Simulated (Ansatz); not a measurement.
**From barrier to diffusion: H in BN**

These are results of DFT PBE, scalar-relativistic, plane waves, PAW in Ansatz 0.2.0, not measurements. Settings: 420 eV cutoff, 2×2×2 k-mesh, Gaussian smearing of 0.02 eV, no spin polarisation.

Host crystal, relaxed:

```xyz
4
Lattice="2.5122 0.0000 0.0000 -1.2561 2.1756 0.0000 0.0000 0.0000 8.3432" Properties=species:S:1:pos:R:3 pbc="T T T"
B     0.0000    1.4504    2.0858
B     1.2561    0.7252    6.2574
N     0.0000    1.4504    6.2574
N     1.2561    0.7252    2.0858
```

In a supercell of 28 host sites with charge +1, interstitial H hops to an equivalent place, moving 1.57 Å. Climbing-image nudged elastic band at fixed cell; the order of the saddle wasn't checked, and the small cell leaves errors of about a tenth of an eV. Zero-point motion and tunnelling, which matter for H, are left out.

```tsv
image	path (Å)	E − E(0) (eV)
0	0.00	0.000
1	1.37	-0.005
2	2.74	-0.011
3	4.11	0.309
4	5.48	-0.011
5	6.85	-0.005
6	8.23	0.000
```

Q: What are the barriers forward and back, and what attempt frequency does the shape suggest?

A: Forward 0.31 eV, back 0.31 eV, the ends being level. For a sinusoidal profile E_b sin²(πx/l), with the H atom alone moving, ν = (1/l)√(E_b/2m) = 2.4×10¹³ s⁻¹, within an order of magnitude of the customary 10¹³ s⁻¹; a true prefactor needs the vibrations at the minimum and at the saddle.

Q: With ν = 10¹³ s⁻¹, give the forward jump rate along this one path, the wait 1/k for that jump, the diffusivity D ≈ l²k and the distance √(Dt) covered in an hour at 300, 600 and 1000 K, taking the host as solid throughout.

A: k = ν exp(−E_b/k_BT):
| T (K) | k (1/s) | wait (s) | D (cm²/s) | √(Dt) in 1 h (nm) |
| --- | --- | --- | --- | --- |
| 300 | 6.4×10⁷ | 1.6×10⁻⁸ | 1.6×10⁻⁸ | 7.6×10⁴ |
| 600 | 2.5×10¹⁰ | 3.9×10⁻¹¹ | 6.3×10⁻⁶ | 1.5×10⁶ |
| 1000 | 2.8×10¹¹ | 3.6×10⁻¹² | 6.9×10⁻⁵ | 5.0×10⁶ |

D = l²k holds for six equivalent jumps in three dimensions (z l²k/6) and is a scale otherwise. Long-range transport needs a connected net of such jumps, and traps slow it. D is that of an interstitial already there. An error of 0.1 eV in the barrier changes k by a factor of 48 at 300 K and 3.2 at 1000 K.

Cost: 1 run of about 14 core-minutes, on Intel Xeon Processor @ 2.70GHz (shared hosts).